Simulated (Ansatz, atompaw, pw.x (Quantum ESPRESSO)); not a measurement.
# hydrogen (bcc): variants of one PAW (atompaw) potential in the solid

- Element: H
- Generator: atompaw 4.2.0.5
- Type: PAW
- Functional: PBE
- Relativity: scalar-relativistic
- Frozen core: none
- Valence charge: 1
- Reference configuration: 1s1
- Partial waves: 1s (bound): rc 1.45 bohr; 1s channel at 0.45 Ry: rc 1.45 bohr; 2p channel at -0.05 Ry: rc 1.45 bohr
- Local potential: bessel scheme, radius 1.25 bohr
- Core correction: none
- Augmentation charge: besselshape compensation charge, radius 1.10 bohr; PAW radius 1.45 bohr; waves and projectors: custom polynom2 7 10 vanderbiltortho

Crystal test: bcc H in pw.x 7.5, no spin, 18³ k-points, Fermi–Dirac smearing 0.01 Ry, cutoffs set for each file from its atomic test. The reference is all-electron LAPW (Ansatz 0.2.0) with the same functional, mesh and smearing; V0 and B0 come from Birch–Murnaghan fits to the pressures at five volumes. Errors are pseudo minus all-electron; Δ is the rms difference of the E(V) curves that follow from these fits, minima aligned, over ±6 % about the mean V0. Mesh and smearing are coarse, so the numbers serve the comparison and aren't converged zero-temperature values; the lattice is a test structure that the element need not adopt.

All-electron: a0 = 1.811 Å (V0 = 2.97 Å³/atom), B0 = 107.8 GPa.

1 further variants are left out: they gave no file fit for a test, a broken result, the same result as the base, or pressures whose basis-set error rivals the error shown.

```csv
change,cutoffs (Ry),pw.x,a0 (Å),a0 error (%),B0 error (%),Δ (meV/atom),mean pressure error (GPa)
base,40/400,converged,1.816,+0.28,+0.1,0.6,+0.85
"augmentation besselshape compensation charge, radius 0.72 bohr; PAW radius 1.45 bohr; waves and projectors: custom polynom2 7 10 vanderbiltortho",40/400,converged,1.816,+0.30,+0.1,0.6,+0.93
"local potential bessel scheme, radius 0.62 bohr",40/400,converged,1.814,+0.18,-0.3,0.4,+0.56
"augmentation sinc compensation charge, radius 1.10 bohr; PAW radius 1.45 bohr; waves and projectors: custom polynom2 7 10 vanderbiltortho",40/400,converged,1.815,+0.25,+0.1,0.5,+0.78
```

Q: Give the row for: local potential troulliermartins scheme with l = 2 at -0.5 Ry, radius 1.25 bohr.

A: pw.x: converged; mean pressure error (GPa): +0.50; a0 (Å): 1.813; a0 error (%): +0.16; B0 error (%): -0.2; Δ (meV/atom): 0.3.
